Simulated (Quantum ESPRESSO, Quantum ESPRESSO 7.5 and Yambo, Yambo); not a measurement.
## GaP (F-43m): a self-consistent loop beyond G0W0, cycle by cycle

Wanted: G0W0 and self-consistent gaps of GaP (F-43m), with the cost of the cycles.

Calculated with Quantum ESPRESSO 7.5 and Yambo 5.3.0; PBE and many-body steps on it, plane waves.

**The experiments to reproduce.**

- Gap 2.25 ± 0.04 eV: optical gap from Tauc plot (fundamental, indirect); spectroscopic ellipsometry, Tauc-Lorentz fit and Tauc plot; 300 K; film (GaP layer on Si reference sample) on Si (“Assessment of GaPSb/Si tandem material association properties for photoelectrochemical cells”, 2020, arxiv:2002.02774).

## 1. The starting structure

The structure is cubic, space group F-43m (No. 216). The conventional cell has a = 5.450 Å, b = 5.450 Å, c = 5.450 Å, α = 90.00°, β = 90.00°, γ = 90.00°. Nearest to Ga lie 4 P at 2.36 Å. Nearest to P lie 4 Ga at 2.36 Å. Farther neighbours are not listed.

The cell and positions come from the Crystallography Open Database and are kept as given unless a step says otherwise.

## 2. Empty states on the mesh, 4×4×4 mesh, 100 bands

This step: Quantum ESPRESSO 7.5; DFT, PBE, plane waves, norm-conserving pseudopotentials.

The sums over transitions need many empty states on a uniform mesh; this step solves for them.

Input file pw.in:

```
&control
  calculation = 'nscf'
  prefix = 'x'
  outdir = 'o'
  pseudo_dir = 'pseudo'
/
&system
  ibrav = 0
  nat = 2
  ntyp = 2
  ecutwfc = 72.0
  nbnd = 100
  force_symmorphic = .true.
/
&electrons
  conv_thr = 1e-9
  electron_maxstep = 80
  diago_full_acc = .true.
  diago_thr_init = 5e-6
/
ATOMIC_SPECIES
  Ga 69.723 Ga.upf
  P 30.974 P.upf
CELL_PARAMETERS angstrom
  0.0000000000 2.7252500000 2.7252500000
  2.7252500000 0.0000000000 2.7252500000
  2.7252500000 2.7252500000 0.0000000000
ATOMIC_POSITIONS crystal
  Ga 0.0000000000 0.0000000000 0.0000000000
  P 0.2500000000 0.2500000000 0.2500000000
K_POINTS automatic
  4 4 4 0 0 0
```

Started as:

```sh
$ OMP_NUM_THREADS=1 mpirun -n 4 pw.x -nk 4 -in pw.in > pw.out
```

Log:

```text
Program PWSCF v.7.5 starts

     This program is part of the open-source Quantum ESPRESSO suite
     for quantum simulation of materials; please cite
         "P. Giannozzi et al., J. Phys.:Condens. Matter 21 395502 (2009);
         "P. Giannozzi et al., J. Phys.:Condens. Matter 29 465901 (2017);
         "P. Giannozzi et al., J. Chem. Phys. 152 154105 (2020);
     in publications or presentations arising from this work. More details at

     Atomic positions and unit cell read from directory:
     o/x.save/

     Message from routine setup:
[...]
k =-0.3536-0.3536 0.3536 (  2824 PWs)   bands (ev):

[...]
81.9846  81.9846  83.8284  84.5914  88.6178  88.6178  90.2492  92.1452
    92.3080  92.3080  92.5955  93.8737  93.8737  94.1894  94.5746  94.5746
    98.0787  98.5494  98.5494  99.2455

          k = 0.3536 0.0000 0.0000 (  2826 PWs)   bands (ev):

     [... further k-points ...]

     highest occupied, lowest unoccupied level (ev):     7.6196    9.2722

     XML data file, pseudopotentials, collected wavefunctions

=------------------------------------------------------------------------------=
   JOB DONE.
=------------------------------------------------------------------------------=
```

The job ended after 4.7 s (4 MPI ranks of Arm Neoverse V1, shared host; peak memory 0.28 GiB).

Numbers from this step:

```yaml
gap: 1.653 eV
k_of_the_valence_top: 0, 0, 0
k_of_the_conduction_bottom: 0, -0.5, -0.5
least_direct_gap: 1.817 eV
k_points_computed: 8
lowest_point_of_the_top_converged_band_above_the_valence_top: 88.9156 eV
```

On this mesh the gap is 1.653 eV.

The density comes from a self-consistent run that is not shown.

## 3. Conversion and set-up

This step: Yambo 5.3.0; conversion and set-up on PBE, plane waves, norm-conserving pseudopotentials.

The states are converted to the many-body program's format and the q mesh is built.

Started as:

```sh
$ (cd o/x.save; p2y > p2y.log; mv SAVE ../..); yambo > setup.log
```

Log:

```text
 Yambo, version 5.3.0

 [02] CORE Variables Setup
 =========================

  [02.01] Unit cells
  ==================

  Cell kind             :  FCC
  Atoms in the cell     :  Ga  P
  number of Ga atoms    :  1
  number of P  atoms    :  1

  List of atomic masses
  Mass of Ga    :  69.72300
  Mass of P     :  30.97400

  List of atomic coordinates    : [cc]
  Ga1       :  0.000000  0.000000  0.000000  order 1
  P1       :  2.574988  2.574988  2.574988  order 2

  Alat factors          :  5.149976  5.149976  5.149976 [a.u.]
  Direct lattice volume :  273.1780 [a.u.]
[...]
==========================================

 IBZ Q-points                                      :   8
 BZ  Q-points                                      :   64

 K/Q-points units:
 rlu = crystal or reduced units; cc = cartesian coordinates; iku = interal k-units

 Q [1]          [rlu]:  0.000000  0.000000  0.000000
 Q [2]          [rlu]: -0.25926E-17 -0.25926E-17  0.25000
 Q [3]          [rlu]:  0.51853E-17  0.51853E-17 -0.50000
[...]
Q [7]          [rlu]: -0.34504E-17 -0.50000     -0.50000
 Q [8]          [rlu]:  0.250000 -0.500000 -0.250000

  [03.01] X indexes
  =================

   [03.01.01] Sigma indexes
   ========================

 [06] Game Over & Game summary
```

Run time: 2.4 s. Hardware: 1 MPI rank; peak memory 0.24 GiB.

## 4. G0W0

Now the one-shot GW correction: screening in the RPA, then the self-energy of the levels asked for.

This step: G0W0 on PBE, plane waves, norm-conserving pseudopotentials.

Input file gw1.in:

```
HF_and_locXC
gw0
dyson
ppa
em1d
rim_cut
RandQpts= 1000000
RandGvec= 1 RL
EXXRLvcs= 72 Ry
VXCRLvcs= 288 Ry
Chimod= "HARTREE"
% BndsRnXp
 1 | 100 |
%
NGsBlkXp= 9.5 Ry
% LongDrXp
 1 | 1 | 1 |
%
% GbndRnge
 1 | 100 |
%
DysSolver= "n"
ExtendOut
PPAPntXp= 27.21138 eV
% QPkrange
 1 | 8 | 6 | 13 |
%
```

Started as:

```sh
$ OMP_NUM_THREADS=1 mpirun -n 4 yambo -F gw1.in -J gw1 -C gw1 > gw1.log
```

Log:

```text
 Yambo, version 5.3.0

 [02] CORE Variables Setup
 =========================

  [... cell, symmetries and grids as in the set-up ...]

  [02.05] Energies & Occupations
  ==============================

  [X] === General ===
  [X] Electronic Temperature                        :  0.000000  0.000000 [eV K]
  [X] Bosonic    Temperature                        :  0.000000  0.000000 [eV K]
  [X] Finite Temperature mode                       : no
  [X] El. density                                   :  0.44466E+24 [cm-3]
  [X] Fermi Level                                   :  7.619618 [eV]

  [X] === Gaps and Widths ===
  [X] Conduction Band Min                           :  1.652582 [eV]
  [X] Valence Band Max                              :  0.000000 [eV]
  [X] Filled Bands                                  :   9
  [X] Empty Bands                                   :   10  100
  [X] Direct Gap                                    :  1.816923 [eV]
  [X] Direct Gap localized at k                     :  1
  [X] Indirect Gap                                  :  1.652582 [eV]
  [X] Indirect Gap between kpts                     :   1   7
  [X] Last valence band width                       :  3.419614 [eV]
  [X] 1st conduction band width                     :  3.049489 [eV]

 [03] Transferred momenta grid and indexing
 ==========================================

 IBZ Q-points                                      :   8
 BZ  Q-points                                      :   64

 K/Q-points units:
 rlu = crystal or reduced units; cc = cartesian coordinates; iku = interal k-units

 Q [1]          [rlu]:  0.000000  0.000000  0.000000
 Q [2]          [rlu]: -0.25926E-17 -0.25926E-17  0.25000
 Q [3]          [rlu]:  0.51853E-17  0.51853E-17 -0.50000
 Q [4]          [rlu]:  0.17252E-17  0.25000      0.25000
 Q [5]          [rlu]:  0.64517E-16  0.25000      0.50000
 Q [6]          [rlu]:  0.51853E-17  0.25000     -0.25000
 Q [7]          [rlu]: -0.34504E-17 -0.50000     -0.50000
 Q [8]          [rlu]:  0.250000 -0.500000 -0.250000

 [04] Coloumb potential Random Integration (RIM)
 ===============================================

  [04.01] RIM initialization
  ==========================

  * Diagonal components only detected *

  8 x (sBL volume)        :  0.113502 [a.u.]
  sBZ random points       :  1000000
  Points outside the sBZ  :   7987327
  RL volume               :  0.908017 [a.u.]
  Integrated volume       :  0.909458 [a.u.]

  [04.02] RIM integrals
  =====================

  Gamma point sphere radius             :  0.087825 [a.u.]
  Points outside the sphere             :   799513
  [Int_sBZ(q=0) 1/q^2]*(Vol_sBZ)^(-1/3) =:  7.764325
                                 should be <:  7.795600

  Summary of Coulomb integrals for non-metallic bands |Q|[au] RIM/Bare

  Q [1] 0.100000E-4 0.995988 * Q [2] 0.264147 1.066458
  Q [4] 0.305010 1.065091 * Q [6] 0.431350 1.027253
  Q [5] 0.505803 1.020682 * Q [3] 0.528294 1.017918
  Q [7] 0.610021 1.014689 * Q [8] 0.682024 1.011759

 [05] Dipoles
 ============

  [05.01] Setup: observables and procedures
  =========================================

 [06] Dynamic Dielectric Matrix (PPA)
 ====================================

 [WR./gw1//ndb.pp]---------------------------------------------------------------
  Brillouin Zone Q/K grids (IBZ/BZ)                :    8   64    8   64
  RL vectors                                       :   3527 [WF]
  Coulomb cutoff potential                         : none
  Electronic Temperature                           :  0.000000 [K]
  Bosonic    Temperature                           :  0.000000 [K]
  PPA    diel. fun.  energies                      : Perdew, Burke & Ernzerhof(X)+Perdew, Burke & Ernzerhof(C)
  wavefunctions                                    : Perdew, Burke & Ernzerhof(X)+Perdew, Burke & Ernzerhof(C)
  Global Gauge                                     : length
  X matrix size                                    :  169
  X band range                                     :    1  100
  X e/h energy range                               : -1.000000 -1.000000 [eV]
  X Time ordering                                  : R
  X Hxc Kernel                                     : HARTREE
  X Drude frequency                                :  0.000000  0.000000
  X poles                                          :  100.0000 [o/o]
  RL vectors in the sum                            :   3527
  [r,Vnl] included                                 : yes
  Field direction                                  :  0.577350E-5  0.577350E-5  0.577350E-5
  BZ energy Double Grid                            : no
  BZ energy DbGd points                            : 0
  BZ Q point size factor                           : -1.000000
  X Optical Averaged directions                    : none

 [07] Local Exchange-Correlation + Non-Local Fock
 ================================================

 [VXC] Plane waves :  22419
 [EXS] Plane waves :  2837

 QP @ state[ 1 ] K range:   1   8
 QP @ state[ 1 ] b range:   6  13

 [xc] Functional : Perdew, Burke & Ernzerhof(X)+Perdew, Burke & Ernzerhof(C)
 [xc] LIBXC used to calculate xc functional
  PP Number of Atomic Species                      :  2
  NLCC RL compoments                               :  22419
  PP Number of Atomic Species                      :  2
  NLCC RL compoments                               :  22419

 [xc] E_xc :  -10.80912 [Ha]
      E_xc :  -21.61824 [Ry]

  Local XC kind (lXC) : Perdew, Burke & Ernzerhof(X)+Perdew, Burke & Ernzerhof(C)
  Non-Local XC kind (nlXC) : Hartree-Fock

  Corrections @ K [1] :  [eV]
 <6|nlXC|6> = -19.02903 -0.26422E-17 <6|lXC|6> = -11.67511  0.18882E-15
 <7|nlXC|7> = -14.54337 -0.94493E-17 <7|lXC|7> = -12.83810  0.11801E-16
 <8|nlXC|8> = -14.54320  0.18785E-17 <8|lXC|8> = -12.83810  0.000000
 <9|nlXC|9> = -14.54340  0.47871E-17 <9|lXC|9> = -12.83810  0.000000
 <10|nlXC|10> = -7.977676  0.52384E-17 <10|lXC|10> = -12.30555 -0.18882E-15
 <11|nlXC|11> = -6.838773  0.14529E-17 <11|lXC|11> = -10.86249  0.000000
[...]
Corrections @ K [2] :  [eV]
[...]
Corrections @ K [3] :  [eV]
[...]
Corrections @ K [4] :  [eV]
[...]
Corrections @ K [5] :  [eV]
[...]
[... 2 further k-points ...]
  Corrections @ K [8] :  [eV]
[...]
<11|nlXC|11> = -7.022249 -0.26802E-17 <11|lXC|11> = -12.16872  0.70806E-16
 <12|nlXC|12> = -5.623872 -0.23477E-17 <12|lXC|12> = -10.57294  0.35403E-16
 <13|nlXC|13> = -5.396934  0.94591E-18 <13|lXC|13> = -10.08007 -0.20652E-16

  [07.01] Hartree-Fock occupations report
  =======================================

  [Hartree-Fock] === General ===
  [Hartree-Fock] Electronic Temperature             :  0.000000  0.000000 [eV K]
  [Hartree-Fock] Bosonic    Temperature             :  0.000000  0.000000 [eV K]
  [Hartree-Fock] Finite Temperature mode            : no
  [Hartree-Fock] El. density                        :  0.44466E+24 [cm-3]
  [Hartree-Fock] Fermi Level                        :  7.619618 [eV]

  [Hartree-Fock] === Gaps and Widths ===
  [Hartree-Fock] Conduction Band Min                :  5.445411 [eV]
  [Hartree-Fock] Valence Band Max                   : -1.705299 [eV]
  [Hartree-Fock] Filled Bands                       :   9
  [Hartree-Fock] Empty Bands                        :   10  100
  [Hartree-Fock] Direct Gap                         :  7.850094 [eV]
  [Hartree-Fock] Direct Gap localized at k          :  1
  [Hartree-Fock] Indirect Gap                       :  7.150710 [eV]
  [Hartree-Fock] Indirect Gap between kpts          :   1   7
  [Hartree-Fock] Last valence band width            :  4.873579 [eV]
  [Hartree-Fock] 1st conduction band width          :  3.872833 [eV]

 [08] Dyson equation: Newton solver
 ==================================

  [08.01] G0W0 (W PPA)
  ====================

  [  GW  ] Bands range     :    1  100
  [GW/PPA] G damping       :  0.100000 [eV]

  QP @ state[ 1 ] K range:   1   8
  QP @ state[ 1 ] b range:   6  13

   Sc/G bands                                       :    1  100
   Sc/G damping                                     :  0.100000 ev
   Sc bands terminator                              : no
   Sx RL components                                 :  2837

   QP @ state[ 1 ] K range                          :   1   8
   QP @ state[ 1 ] b range                          :   6  13
   GF energies kind                                 : Perdew, Burke & Ernzerhof(X)+Perdew, Burke & Ernzerhof(C)
   GF WF`s kind                                     : Perdew, Burke & Ernzerhof(X)+Perdew, Burke & Ernzerhof(C)
   Xs energies kind                                 : Perdew, Burke & Ernzerhof(X)+Perdew, Burke & Ernzerhof(C)
   Xs WF`s kind                                     : Perdew, Burke & Ernzerhof(X)+Perdew, Burke & Ernzerhof(C)

 [11] Game Over & Game summary
```

Wall time 2.6 min (4 MPI ranks); peak memory 1.4 GiB.

This step gave:

- G0W0 gap on the mesh: 2.150 eV
- starting gap on the mesh: 1.653 eV
- k of the valence top: 0, 0, 0
- k of the conduction bottom: 0, -0.5, -0.5
- least direct G0W0 gap on the computed points: 2.352 eV
- Z at the valence top: 0.7859
- Z at the conduction bottom: 0.8102

The gap on the mesh goes from 1.65 eV to 2.15 eV, a correction of +0.50 eV.

## 5. evGW0, cycle 1

This step: evGW0 on PBE, plane waves, norm-conserving pseudopotentials.

gw2.in, as its differences from gw1.in of step 4:

```diff
@@ -27 +27,2 @@
 %
+GfnQPdb= "E < ./gw1/ndb.QP"
```

Started as:

```sh
$ OMP_NUM_THREADS=1 mpirun -n 4 yambo -F gw2.in -J gw2,gw1_W -C gw2 > gw2.log
```

Log:

```text
 Yambo, version 5.3.0

 [02] CORE Variables Setup
 =========================

  [... cell, symmetries and grids as in the set-up ...]

  [02.05] Energies & Occupations
  ==============================

  [X] === General ===
  [X] Electronic Temperature                        :  0.000000  0.000000 [eV K]
  [X] Bosonic    Temperature                        :  0.000000  0.000000 [eV K]
  [X] Finite Temperature mode                       : no
  [X] El. density                                   :  0.44466E+24 [cm-3]
  [X] Fermi Level                                   :  7.619618 [eV]

  [X] === Gaps and Widths ===
  [X] Conduction Band Min                           :  1.652582 [eV]
  [X] Valence Band Max                              :  0.000000 [eV]
  [X] Filled Bands                                  :   9
  [X] Empty Bands                                   :   10  100
  [X] Direct Gap                                    :  1.816923 [eV]
  [X] Direct Gap localized at k                     :  1
  [X] Indirect Gap                                  :  1.652582 [eV]
  [X] Indirect Gap between kpts                     :   1   7
  [X] Last valence band width                       :  3.419614 [eV]
  [X] 1st conduction band width                     :  3.049489 [eV]

 [03] Transferred momenta grid and indexing
 ==========================================

 IBZ Q-points                                      :   8
 BZ  Q-points                                      :   64

 K/Q-points units:
 rlu = crystal or reduced units; cc = cartesian coordinates; iku = interal k-units

 Q [1]          [rlu]:  0.000000  0.000000  0.000000
 Q [2]          [rlu]: -0.25926E-17 -0.25926E-17  0.25000
 Q [3]          [rlu]:  0.51853E-17  0.51853E-17 -0.50000
[...]
[G+QP] Indirect Gap                               :  2.150499 [eV]
  [G+QP] Indirect Gap between kpts                  :   1   7
  [G+QP] Last valence band width                    :  3.804870 [eV]
  [G+QP] 1st conduction band width                  :  3.208358 [eV]

  [coarse-grid] Minimum Bare Gap        [ev]:  1.652582
  [coarse-grid] Minimum Gap Correction  [ev]:  0.497917

  Eqp @ K [1]
   -14.5025     -14.5025     -14.5025     -14.4074     -14.4074     -12.5263    -0.608796E-4   0.00000
  -0.756536E-4   2.35243      4.33998      4.33987      4.33990      9.34379      10.2556      10.2556
   12.96584  12.96584  12.96584  16.33305  24.66281  24.66281  24.66281  27.56158
  Eqp @ K [2]
[...]
Eqp @ K [3]
[...]
Eqp @ K [4]
[...]
Eqp @ K [5]
[...]
[... 2 further k-points ...]
  Eqp @ K [8]
[...]
-3.80495   5.35878   5.56414   6.64378   6.71488  12.10184  12.33097  14.17031
   14.35198  17.11065  19.21565  19.60673  19.88362  19.91459  21.30302  21.87748

 [07] Dipoles
 ============

  [07.01] Setup: observables and procedures
  =========================================

 [08] Dynamic Dielectric Matrix (PPA)
 ====================================

   Sc/G bands                                       :    1  100
   Sc/G damping                                     :  0.100000 ev
   Sc bands terminator                              : no
   Sx RL components                                 :  2837

   QP @ state[ 1 ] K range                          :   1   8
   QP @ state[ 1 ] b range                          :   6  13
   GF energies kind                                 : Perdew, Burke & Ernzerhof(X)+Perdew, Burke & Ernzerhof(C)+ E < ./gw1/ndb.QP + @E Fit
   GF WF`s kind                                     : Perdew, Burke & Ernzerhof(X)+Perdew, Burke & Ernzerhof(C)
   Xs energies kind                                 : Perdew, Burke & Ernzerhof(X)+Perdew, Burke & Ernzerhof(C)
   Xs WF`s kind                                     : Perdew, Burke & Ernzerhof(X)+Perdew, Burke & Ernzerhof(C)

 [13] Game Over & Game summary
```

It took 2.2 min on 4 MPI ranks; peak memory 1.4 GiB.

Numbers from this step:

```yaml
quasiparticle_gap_on_the_mesh: 2.211 eV
gap_of_the_density_functional_on_the_mesh: 1.653 eV
k_of_the_valence_top: 0, 0, 0
k_of_the_conduction_bottom: 0, -0.5, -0.5
least_direct_quasiparticle_gap_on_the_computed_points: 2.421 eV
z_at_the_valence_top: 0.7887
z_at_the_conduction_bottom: 0.8164
```

Against G0W0 in Yambo (4×4×4 mesh, 100 bands, screening to 129.3 eV, Godby-Needs plasmon pole), the gap moves by +0.061 eV.

The program's own table gives 2.302 eV, which is too large where the input levels are shifted: this version takes Σc at the unshifted level E₀, yet steps from the shifted one. The value above is the Newton step from E₀, E₀ + Z(Σc + Σx − Vxc), rebuilt from the printed columns.

[end of part 1 of 2]

[Paths, hosts, dates, memory and timing lines, banners, echoed tables and standing remarks are left out of the program output.]

[Logs are printed without paths, hosts, clocks, repeated set-up lines and the standing remarks that a program may print on its own settings, such as how far it seeks lower states.]

[Runs of the session that timed out or met a known fault of the program may be left out.]

[Hosts, paths, dates, database ids (printed as entryN), source tags and the programs' standing remarks are cut or masked in the printed files.]
